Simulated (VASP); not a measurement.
# A VASP 6.6.1 single-point calculation on PbS

INCAR

```
SIGMA = 0.02
NELM = 57
EDIFF = 1E-7
NSW = 0
ISMEAR = -1
PREC = Accurate
GGA = PE
LREAL = .TRUE.
LWAVE = .FALSE.
NBANDS = 22
LCHARG = .FALSE.
ENCUT = 800
LASPH = .TRUE.
IBRION = -1
ISIF = 2
```

KPOINTS

```
KPOINTS created by Atomic Simulation Environment
0
Gamma
8 8 8
0 0 0
```

POSCAR

```
Pb S
 1.0000000000000000
     0.0000000000000000    2.9573603494000000    2.9942883889999998
     2.9573603494000000    0.0000000000000000    2.9942883889999998
     2.9573603494000000    2.9573603494000000    0.0000000000000000
 Pb  S
   1   1
Cartesian
  0.0000000000000000  0.0000000000000000  0.0000000000000000
  2.9573603494000000  2.9573603494000000  2.9942883890000003
```

The recommended PBE PAW datasets give the neutral cell 20 valence electrons.

Command

```
mpirun -np 1 vasp_std
```

Q: How does this run end, and what does it give?

A: It converged. Results: gap between bands v and c on the k mesh 0.37 eV; least direct gap on the k mesh 0.37 eV; pressure 2.0 GPa. Band v is the last that the valence electrons fill when counted band by band, and c is the next.

OSZICAR

```
N       E                     dE             d eps       ncg     rms          rms(c)
DAV:   1     0.200255673696E+03    0.20026E+03   -0.11818E+04  2604   0.130E+03
DAV:   2     0.951056027589E+01   -0.19075E+03   -0.17853E+03  2700   0.355E+02
DAV:   3    -0.860777430590E+01   -0.18118E+02   -0.17846E+02  3092   0.969E+01
DAV:   4    -0.922476032072E+01   -0.61699E+00   -0.61586E+00  3266   0.169E+01
DAV:   5    -0.924377429407E+01   -0.19014E-01   -0.19012E-01  3532   0.322E+00    0.459E+00
DAV:   6    -0.875307096878E+01    0.49070E+00   -0.10671E+00  4232   0.621E+00    0.324E+00
DAV:   7    -0.875404290802E+01   -0.97194E-03   -0.13748E-01  3172   0.152E+00    0.186E+00
DAV:   8    -0.875753332786E+01   -0.34904E-02   -0.15005E-02  3120   0.104E+00    0.213E-01
DAV:   9    -0.875701504249E+01    0.51829E-03   -0.28264E-03  4114   0.375E-01    0.102E-01
DAV:  10    -0.875720560700E+01   -0.19056E-03   -0.40129E-04  2950   0.944E-02    0.826E-02
DAV:  11    -0.875721776980E+01   -0.12163E-04   -0.65769E-05  3140   0.708E-02    0.292E-02
DAV:  12    -0.875721860146E+01   -0.83166E-06   -0.27594E-06  3322   0.102E-02    0.174E-03
DAV:  13    -0.875721869075E+01   -0.89284E-07   -0.76905E-08  2800   0.201E-03
   1 F= -.87572187E+01 E0= -.87572184E+01  d E =-.553671E-06
```

For comparison, a separate PBE run of the intended cell, on usual settings and not on those above, gives a gap of 0.37 eV on its mesh and a pressure of 1.9 GPa.
